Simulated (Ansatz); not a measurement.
Density of states of SiNi (Pnma, a = 5.088 Å, b = 3.358 Å, c = 5.528 Å, α = 90.00°, β = 90.00°, γ = 90.00°), in states per eV and primitive cell, averaged over bins of 0.3 eV. Computed with Ansatz, DFT PBEsol, scalar-relativistic, plane waves, PAW.

Settings: cutoff 420 eV, Γ-centred mesh 8×10×6 on the computed 8-atom cell, Gaussian smearing of 0.10 eV; no spin polarisation.

The cell is relaxed at this level. The states (both spins) are summed by tetrahedra on a 12×15×9 mesh at the self-consistent density. Energies are bin centres; the table starts no lower than −8 eV and ends at 6 eV, or lower where the solved bands end.

It is a metal at this level.

| E − E_F (eV) | total | Ni 3d | Si 3p | Si 3s | Ni 4s |
| --- | --- | --- | --- | --- | --- |
| -7.90 | 2.64 | 0.49 | 0.41 | 1.53 | 0.18 |
| -7.60 | 1.94 | 0.42 | 0.25 | 1.17 | 0.07 |
| -7.30 | 0.11 | 0.03 | 0.01 | 0.07 | 0.00 |
| -7.00 | 0.20 | 0.03 | 0.14 | 0.01 | 0.03 |
| -6.70 | 1.43 | 0.30 | 0.85 | 0.12 | 0.14 |
| -6.40 | 3.28 | 0.84 | 1.79 | 0.31 | 0.31 |
| -6.10 | 3.41 | 0.97 | 1.85 | 0.29 | 0.25 |
| -5.80 | 3.16 | 1.06 | 1.54 | 0.29 | 0.23 |
| -5.50 | 3.53 | 1.34 | 1.57 | 0.31 | 0.27 |
| -5.20 | 4.30 | 1.98 | 1.65 | 0.31 | 0.29 |
| -4.90 | 3.73 | 1.87 | 1.35 | 0.22 | 0.22 |
| -4.60 | 4.33 | 2.42 | 1.44 | 0.19 | 0.21 |
| -4.30 | 8.12 | 5.21 | 2.26 | 0.19 | 0.32 |
| -4.00 | 10.08 | 7.43 | 2.06 | 0.14 | 0.26 |
| -3.70 | 14.25 | 11.52 | 2.04 | 0.20 | 0.16 |
| -3.40 | 12.78 | 10.57 | 1.67 | 0.16 | 0.11 |
| -3.10 | 14.35 | 11.94 | 1.78 | 0.14 | 0.13 |
| -2.80 | 14.81 | 12.75 | 1.47 | 0.11 | 0.13 |
| -2.50 | 12.19 | 10.88 | 0.89 | 0.07 | 0.09 |
| -2.20 | 15.41 | 14.22 | 0.68 | 0.12 | 0.13 |
| -1.90 | 9.23 | 8.02 | 0.79 | 0.15 | 0.08 |
| -1.60 | 7.41 | 5.52 | 1.28 | 0.27 | 0.11 |
| -1.30 | 5.12 | 2.99 | 1.57 | 0.23 | 0.10 |
| -1.00 | 2.77 | 1.44 | 0.99 | 0.15 | 0.05 |
| -0.70 | 2.36 | 1.47 | 0.65 | 0.13 | 0.05 |
| -0.40 | 2.00 | 1.13 | 0.61 | 0.16 | 0.03 |
| -0.10 | 2.05 | 1.02 | 0.71 | 0.20 | 0.03 |
| 0.20 | 2.30 | 1.05 | 0.87 | 0.24 | 0.04 |
| 0.50 | 2.63 | 1.09 | 1.05 | 0.30 | 0.08 |
| 0.80 | 3.55 | 1.33 | 1.49 | 0.41 | 0.14 |
| 1.10 | 2.36 | 0.79 | 1.06 | 0.29 | 0.09 |
| 1.40 | 2.79 | 0.86 | 1.21 | 0.42 | 0.14 |
| 1.70 | 3.55 | 1.02 | 1.53 | 0.57 | 0.22 |
| 2.00 | 3.10 | 0.81 | 1.47 | 0.45 | 0.17 |
| 2.30 | 2.88 | 0.68 | 1.40 | 0.36 | 0.23 |
| 2.60 | 2.87 | 0.62 | 1.43 | 0.35 | 0.26 |
| 2.90 | 2.52 | 0.48 | 1.29 | 0.29 | 0.25 |
| 3.20 | 2.76 | 0.47 | 1.44 | 0.29 | 0.29 |
| 3.50 | 3.69 | 0.57 | 1.99 | 0.33 | 0.42 |
| 3.80 | 3.16 | 0.42 | 1.67 | 0.28 | 0.39 |
| 4.10 | 3.77 | 0.43 | 1.93 | 0.34 | 0.49 |
| 4.40 | 3.10 | 0.32 | 1.55 | 0.23 | 0.38 |
| 4.70 | 3.29 | 0.31 | 1.67 | 0.21 | 0.41 |
| 5.00 | 3.13 | 0.26 | 1.56 | 0.19 | 0.39 |
| 5.30 | 3.01 | 0.23 | 1.40 | 0.17 | 0.36 |
| 5.60 | 2.67 | 0.17 | 1.01 | 0.14 | 0.40 |

The columns after the total are the Löwdin projections on the occupied valence shells of the potentials. The rest of the total lies in shells that are empty in the free atom, which aren't projected, and between the atoms.

A ferromagnetic start lost its moments in a first run, so spin was left out; other magnetic orders weren't tried.